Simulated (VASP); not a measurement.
Output of a VASP run:

### OUTCAR
```
 ion  position               nearest neighbor table
   1  0.000  0.000  0.000-   2 2.68   2 2.68   2 2.68   2 2.68
   2  0.250  0.250  0.250-   1 2.68   1 2.68   1 2.68   1 2.68
  LATTYP: Found a face centered cubic cell.
 ALAT       =     6.1831874282
 Subroutine PRICEL returns:
 Original cell was already a primitive cell.
 Subroutine GETGRP returns: Found 24 space group operations
The static configuration has the point symmetry T_d .
The dynamic configuration has the point symmetry T_d .
 Subroutine INISYM returns: Found 24 space group operations
 Subroutine IBZKPT returns following result:
 Found     20 irreducible k-points:

 Following reciprocal coordinates:
            Coordinates               Weight
  0.000000  0.000000  0.000000      1.000000
  0.142857  0.000000  0.000000      8.000000
  0.285714  0.000000  0.000000      8.000000
  0.428571  0.000000  0.000000      8.000000
  0.142857  0.142857  0.000000      6.000000
  0.285714  0.142857  0.000000     24.000000
  0.428571  0.142857  0.000000     24.000000
 -0.428571  0.142857  0.000000     24.000000
 -0.285714  0.142857  0.000000     24.000000
 -0.142857  0.142857  0.000000     12.000000
  0.285714  0.285714  0.000000      6.000000
  0.428571  0.285714  0.000000     24.000000
 -0.428571  0.285714  0.000000     24.000000
 -0.285714  0.285714  0.000000     12.000000
  0.428571  0.428571  0.000000      6.000000
 -0.428571  0.428571  0.000000     12.000000
  0.428571  0.285714  0.142857     24.000000
 -0.428571  0.285714  0.142857     48.000000
 -0.428571  0.428571  0.142857     24.000000
 -0.285714  0.428571  0.142857     24.000000
   k-points           NKPTS =     20   k-points in BZ     NKDIM =     20   number of bands    NBANDS=      8
   number of dos      NEDOS =    301   number of ions     NIONS =      2
   total plane-waves  NPLWV =  46656
   dimension x,y,z NGX =    36 NGY =   36 NGZ =   36
   dimension x,y,z NGXF=    72 NGYF=   72 NGZF=   72
   ions per type =               1   1
   PREC   = accura    normal or accurate (medium, high low for compatibility)
   ISTART =      0    job   : 0-new  1-cont  2-samecut
   ICHARG =      2    charge: 1-file 2-atom 10-const
   ISPIN  =      1    spin polarized calculation?
   LNONCOLLINEAR =      F non collinear calculations
   LSORBIT =      F    spin-orbit coupling
   INIWAV =      1    electr: 0-lowe 1-rand  2-diag
   ENCUT  =  520.0 eV  38.22 Ry    6.18 a.u.   8.13  8.13  8.13*2*pi/ulx,y,z
   NELM   =    100;   NELMIN=  2; NELMDL= -5     # of ELM steps
   EDIFF  = 0.1E-05   stopping-criterion for ELM
   LREAL  =      F    real-space projection
   NLSPLINE    = F    spline interpolate recip. space projectors
   LMAXMIX     =    4 max onsite mixed and CHGCAR
   VOSKOWN=      0    Vosko Wilk Nusair interpolation
   EDIFFG = -.1E-01   stopping-criterion for IOM
   NSW    =     60    number of steps for IOM
   NBLOCK =      1;   KBLOCK =     60    inner block; outer block
   IBRION =      2    ionic relax: 0-MD 1-quasi-New 2-CG
   NFREE  =      1    steps in history (QN), initial steepest desc. (CG)
   ISIF   =      3    stress and relaxation
   ISYM   =      2    0-nonsym 1-usesym 2-fastsym
   TEIN   =    0.0    initial temperature
   TEBEG  =    0.0;   TEEND  =   0.0 temperature during run
   SMASS  =  -3.00    Nose mass-parameter (am)
   PSTRESS=    0.0 pullay stress
   NELECT =       8.0000    total number of electrons
   EFERMI =   0.00;   METHOD = LEGACY
   ISMEAR =     0;   SIGMA  =   0.05  broadening in eV -4-tet -1-fermi 0-gaus
   IALGO  =     38    algorithm
   LDIAG  =      T    sub-space diagonalisation (order eigenvalues)
   IMIX   =      4    mixing-type and parameters
     AMIX     =   0.40;   BMIX     =  1.00
     AMIX_MAG =   1.60;   BMIX_MAG =  1.00
     AMIN     =   0.10
   METAGGA = R2SCAN    functional components
   VOSKOWN =     0    Vosko Wilk Nusair interpolation
   LHFCALC =     F    Hartree Fock is set to
   LHFONE  =     F    Hartree Fock one center treatment
...
```

File OSZICAR:
```
       N       E                     dE             d eps       ncg     rms          rms(c)
DAV:   1    -0.966303231116E+01   -0.96630E+01   -0.28005E+03   320   0.736E+02
DAV:   2    -0.333253050887E+02   -0.23662E+02   -0.22570E+02   408   0.896E+01
DAV:   3    -0.338730180134E+02   -0.54771E+00   -0.54771E+00   448   0.174E+01
DAV:   4    -0.338760231497E+02   -0.30051E-02   -0.30051E-02   480   0.157E+00
DAV:   5    -0.338760302320E+02   -0.70823E-05   -0.70821E-05   408   0.741E-02    0.391E+00
DAV:   6    -0.329209540708E+02    0.95508E+00   -0.26295E-01   384   0.352E+00    0.260E+00
DAV:   7    -0.328825879807E+02    0.38366E-01   -0.20407E-01   336   0.291E+00    0.504E-01
DAV:   8    -0.329283972303E+02   -0.45809E-01   -0.10933E-01   320   0.259E+00    0.465E-01
DAV:   9    -0.329332324572E+02   -0.48352E-02   -0.14389E-02   320   0.990E-01    0.136E-01
DAV:  10    -0.329422394472E+02   -0.90070E-02   -0.10677E-02   320   0.979E-01    0.720E-02
DAV:  11    -0.329433118468E+02   -0.10724E-02   -0.18140E-03   320   0.410E-01    0.393E-02
DAV:  12    -0.329434547350E+02   -0.14289E-03   -0.24447E-04   352   0.157E-01    0.239E-02
DAV:  13    -0.329435078835E+02   -0.53148E-04   -0.12042E-04   336   0.107E-01    0.549E-03
DAV:  14    -0.329435202288E+02   -0.12345E-04   -0.18247E-05   320   0.489E-02    0.244E-03
DAV:  15    -0.329435211361E+02   -0.90730E-06   -0.39760E-07   272   0.623E-03
   1 F= -.32943521E+02 E0= -.32943521E+02  d E =-.329435E+02
```

File OUTCAR:
```
------------------------ aborting loop because EDIFF is reached ----------------------------------------
  FORCE on cell =-STRESS in cart. coord.  units (eV):
  Direction    XX          YY          ZZ          XY          YZ          ZX
  --------------------------------------------------------------------------------------
  Total        0.0035291      0.0035291      0.0035291      0.0000000      0.0000000     -0.0000000
  in kB        0.0956743      0.0956743      0.0956743      0.0000000      0.0000000     -0.0000000
  external PRESSURE =       0.0956743 kB  Pullay stress =       0.0000000 kB
  volume of cell :       59.10
      direct lattice vectors                 reciprocal lattice vectors
     0.000000000  3.091593714  3.091593714    -0.161728884  0.161728884  0.161728884
     3.091593714  0.000000000  3.091593714     0.161728884 -0.161728884  0.161728884
     3.091593714  3.091593714  0.000000000     0.161728884  0.161728884 -0.161728884
 POSITION                                       TOTAL-FORCE (eV/Angst)
 -----------------------------------------------------------------------------------
      0.00000      0.00000      0.00000         0.000000      0.000000      0.000000
      1.54580      1.54580      1.54580        -0.000000     -0.000000     -0.000000
 -----------------------------------------------------------------------------------
    total drift:                               -0.000001     -0.000001     -0.000001
  FREE ENERGIE OF THE ION-ELECTRON SYSTEM (eV)
  ---------------------------------------------------
  free  energy   TOTEN  =       -32.9435211361 eV

  energy  without entropy=      -32.9435211361  energy(sigma->0) =      -32.94352114

 reached required accuracy - stopping structural energy minimisation
```
(Selected blocks of OUTCAR.)

### POSCAR
```
AlSb
1
    0.0000000000     3.0915937141     3.0915937141
    3.0915937141     0.0000000000     3.0915937141
    3.0915937141     3.0915937141     0.0000000000
Al Sb
1 1
Direct
  0.0000000000   0.0000000000   0.0000000000
  0.2500000000   0.2500000000   0.2500000000
```

Write an INCAR and KPOINTS that could have produced this output.

One answer among several that fit: the input of the run itself, r2SCAN meta-GGA, plane waves, VASP's PBE PAW potentials (set 64).

**KPOINTS**
```
Automatic mesh
0
Gamma
7 7 7
0 0 0
```

INCAR:
```
ALGO=Normal
EDIFF=1E-6
EDIFFG=-0.01
ENCUT=520
IBRION=2
ISIF=3
ISMEAR=0
LASPH=.TRUE.
LCHARG=.FALSE.
LMAXMIX=4
LMIXTAU=.TRUE.
LREAL=.FALSE.
LWAVE=.FALSE.
METAGGA=R2SCAN
NELM=100
NSW=60
PREC=Accurate
SIGMA=0.05
SYSTEM=AlSb
```

POTCAR, in this order: Al Sb (PBE.64 set). Program: vasp_std.

The compound is AlSb in the zinc blende structure. It was relaxed first. The start is the result of an earlier pass.
